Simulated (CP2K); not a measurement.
# AlN under changes of volume

One of the cells (8.421 Å³/atom); the others are scaled copies at fixed shape and fractional positions:

```
CELL_PARAMETERS angstrom
2.87724 0.00000 0.00000
1.43862 2.49177 0.00000
1.43862 0.83059 2.34926
ATOMIC_POSITIONS crystal
Al 0.50000 0.50000 0.50000
N 0.00000 0.00000 0.00000
```

Measurements of this composition are mostly on another form, of space group No. 186.

| Quantity | Value |
| --- | --- |
| Program | CP2K 2026.2 |
| Functional | PBEsol |
| Potentials or basis | POTENTIAL_UZH Al GTH-PBE-q3, N GTH-PBE-q5; TZVP-MOLOPT-PBE-GTH basis |
| Density cutoff | 6123 eV |
| k mesh | 11 × 11 × 11 |
| Occupations | fermi-dirac, width 0.05 eV |
| Spin | no spin polarisation |

```tsv
volume (Å³/atom)	energy over the lowest point (meV/atom)	pressure (GPa)	gap on the mesh (eV)
7.916	?	?	?
8.085	9.32	10.0	4.83
8.253	1.79	4.3	4.64
8.421	0.00	-0.9	4.46
8.590	3.43	-5.6	4.28
8.758	11.53	-9.8	4.11
8.927	23.91	-13.7	3.95
```

Question: What does the run at 7.916 Å³/atom give?

Answer: Energy over the lowest point 22.92 meV/atom; pressure 16.4 GPa; gap on the mesh 5.03 eV.

Worked out: A Birch-Murnaghan fit of order 3 (a polynomial in V^(-2/3)) to the other rows has its minimum at 8.39 Å³/atom with B0 = V·E''(V) = 251 GPa and B' = 4.2. It gives 23.34 meV/atom at 7.916 Å³/atom, against the run's 22.92, and -dE/dV = 16.6 GPa, against 16.4. A straight line through the other rows of the gap, of slope -8.9 eV per unit of ln V, extrapolates to 5.01 eV, against the run's 5.03.

Energies are extrapolated to zero smearing.

Caveats: the potentials were made for another functional, which shifts forces and pressure; an odd mesh through Γ misses points on the zone boundary, where band edges often lie; the basis of atomic orbitals isn't converged, which shifts pressures, moduli and gaps.
